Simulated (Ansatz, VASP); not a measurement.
## One calculation of MgO2, two programs

```
Mg O
1.0
    -2.16212    2.16212    2.65352
     2.16212   -2.16212    2.65352
     2.16212    2.16212   -2.65352
Mg O
2 4
Cartesian
  0.0000 0.0000 1.3268
  0.0000 0.0000 3.9803
  0.5164 2.6785 0.0000
  1.6457 -0.5164 2.6535
  1.6457 0.5164 0.0000
  0.5164 1.6457 2.6535
```

Alike in both runs: functional LDA; k mesh 8 × 8 × 8; no spin polarisation.

Ansatz relaxed the structure, and its values are those at the end. VASP's run is a single point on that final structure, the one shown.

|  | VASP | Ansatz |
| --- | --- | --- |
| version | VASP 6.6.1 | Ansatz 0.2.0 |
| potentials or method | VASP PAW LDA potentials, release 64 (Mg, O) | scalar-relativistic, plane waves, PAW |
| plane-wave cutoff (eV) | 520 | 600 |
| occupations | gaussian, width 0.01 eV | fixed |
| valence electrons in the cell | 28 | 44 |

|  | VASP | Ansatz | Ansatz less VASP |
| --- | --- | --- | --- |
| gap on the k mesh at the Fermi level (eV) | 2.91 | 2.95 | +0.043 |
| least direct gap on the mesh (eV) | 3.83 | 3.87 | +0.046 |
| pressure (GPa) | -1.0 | 0.0 | +0.98 |
| rms of the force components (eV/Å) | 0.154 | 0.000 | -0.1536 |

The two sets of potentials don't hold the same shells in valence.

A k mesh can miss the band edges.
